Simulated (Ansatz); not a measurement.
Runs of Ansatz 0.2.0 on BaZrO3. It takes space group Pm-3m (No. 221, cubic). The conventional cell has a = 4.191 Å, b = 4.191 Å, c = 4.191 Å, α = 90.00°, β = 90.00°, γ = 90.00°. Ba (site symmetry m-3m) has 12 O at 2.96 Å as nearest neighbours. Zr (site symmetry m-3m) is surrounded by 6 O at 2.10 Å. O (site symmetry 4/mmm) is surrounded by 2 Zr at 2.10 Å. 

```tsv
task	level	spin	cell	k mesh	cutoff (eV)	smearing	points for each segment of the path	gap on the mesh (eV)	pressure (GPa)	relaxed volume (Å³/atom)
band structure	r2SCAN	off	as given	6 × 6 × 6	500	fermi-dirac 0.05 eV	14	(a)	1.6	-
single point	PBE	off	as given	6 × 6 × 6	420	gaussian 0.012 eV	-	3.24	4.0	-
single point	PBE	off	as given	6 × 6 × 6	420	gaussian 0.013 eV	-	3.24	4.0	-
band structure	r2SCAN	SOC, no magnetisation	as given	5 × 5 × 5	500	fermi-dirac 0.05 eV	14	3.84	1.6	-
single point	PBE	off	as given	6 × 6 × 6	420	gaussian 0.014 eV	-	3.24	4.0	-
relaxation of cell and atoms	BLYP	off	relaxed	6 × 6 × 6	420	fermi-dirac 0.05 eV	-	3.19	0.0	15.57
relaxation of cell and atoms	PBE+D3(BJ)	off	relaxed	6 × 6 × 6	420	fermi-dirac 0.05 eV	-	3.22	0.0	14.85
relaxation of cell and atoms	PBE+D4	off	relaxed	6 × 6 × 6	420	fermi-dirac 0.05 eV	-	3.21	0.0	(b)
```

Alike in all rows: potentials or basis Ansatz PAW.

Question: Estimate the missing entries.

Answer: (a) 3.76; (b) 14.89.

Caveats: spin-orbit coupling is left out, which moves the levels of the heavy elements (some runs); the PAW data sets come from PBE, with cores solved anew for the run's functional, which leaves a small shift of forces and pressure (some runs); the plane-wave basis is chosen anew once the cell has moved, so the energies of steps on either side of that aren't comparable (some runs); the k mesh misses the band edges, so the gap on the mesh is wider than the one along the path (some runs).

A k mesh can miss the band edges, and rows without SOC leave out spin-orbit coupling on Ba, Zr.
